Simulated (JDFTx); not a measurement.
Runs of JDFTx 1.7.0 (patched build) on PbS (Galena). Symmetry: Fm-3m, No. 225, cubic system. The conventional cell has a = 5.931 Å, b = 5.931 Å, c = 5.931 Å, α = 90.00°, β = 90.00°, γ = 90.00°. Pb (site symmetry m-3m) is surrounded by 6 S at 2.97 Å. S (site symmetry m-3m) has 6 Pb at 2.97 Å as nearest neighbours. 

| task | level | potentials or basis | k mesh | SCF threshold on the energy | further solve for the empty bands | mesh quality | pressure (GPa) | V0 of scaled cells (Å³/atom) | B0 (GPa) |
| --- | --- | --- | --- | --- | --- | --- | --- | --- | --- |
| single point | PBEsol | PseudoDojo-SR-PBEsol-0.4.1-standard with smoothed tails | 8 × 8 × 8 | 1e-09 Ha | yes | not flagged | -0.8 | - | - |
| equation of state | LDA | PseudoDojo-SR-LDA-0.4.1-standard with smoothed tails | 8 × 8 × 8 | 1e-09 Ha | - | not flagged | - | 24.95 | (a) |
| equation of state | PBEsol | PseudoDojo-SR-PBEsol-0.4.1-standard with smoothed tails | 8 × 8 × 8 | 1e-09 Ha | - | not flagged | - | 25.72 | 59 |
| single point | HSE06 | PseudoDojo-SR-PBE-0.4.1-standard (Pb) + PseudoDojo-SR-PBE-0.5-standard (S) with smoothed tails | 3 × 3 × 3 | 1e-07 Ha | yes | coarse | -0.8 | - | - |

Alike in all rows: no spin polarisation; cell as given; cutoff (eV) 762; smearing fermi-dirac 0.05 eV.

Question: Fill in the values left out.

Answer: (a) 64.

Caveats: some runs use coarse meshes; this program's HSE differs a little from the usual definition (some runs); the hybrid runs on potentials with a model core (some runs); the potentials were made for another functional, which shifts forces and pressure (some runs).
